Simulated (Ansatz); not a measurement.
## SnO2 in Ansatz: the effect of functional

The system is SnO2.

```
Sn O
1.0
    -3.24890    3.41447    3.41402
     3.24890   -3.41447    3.41402
     3.24890    3.41447   -3.41402
Sn O
4 8
Direct
  0.50000 0.00000 0.00000
  0.50000 0.50000 0.50000
  0.00360 0.75360 0.25000
  0.99640 0.24640 0.75000
  0.80650 0.80377 0.49728
  0.80650 0.30922 0.00272
  0.30244 0.24594 0.05649
  0.68944 0.24594 0.44350
  0.31056 0.75406 0.55649
  0.19350 0.69078 0.99728
  0.69756 0.75406 0.94351
  0.19350 0.19623 0.50272
```

The cell is a database's computed one.

Alike in all runs:

| Quantity | Value |
| --- | --- |
| Program | Ansatz 0.2.0 |
| Task | band structure |
| Potentials or basis | Ansatz PAW |
| Cutoff | 420 eV (not typed: the program's choice for these potentials) |
| k mesh | 5 × 5 × 5 |
| Occupations | fermi-dirac, width 0.05 eV |
| Spin | no spin polarisation |

```tsv
functional	gap on the mesh (eV)	pressure (GPa)	largest force (eV/Å)
LDA	0.48	-11.5	0.15
PBEsol	0.53	-6.6	0.10
RPBE	?	?	?
revPBE	0.69	2.0	0.06
BLYP	0.65	4.3	0.06
```

**Question.** What does the run with functional RPBE give?

**Answer.** gap on the mesh 0.72 eV; pressure 3.1 GPa; largest force 0.06 eV/Å.

Caveats: spin-orbit coupling is left out, which moves the levels of the heavy elements; the PAW data sets come from PBE, with cores solved anew for the run's functional, which leaves a small shift of forces and pressure.

Runs at the PBE level aren't shown here.
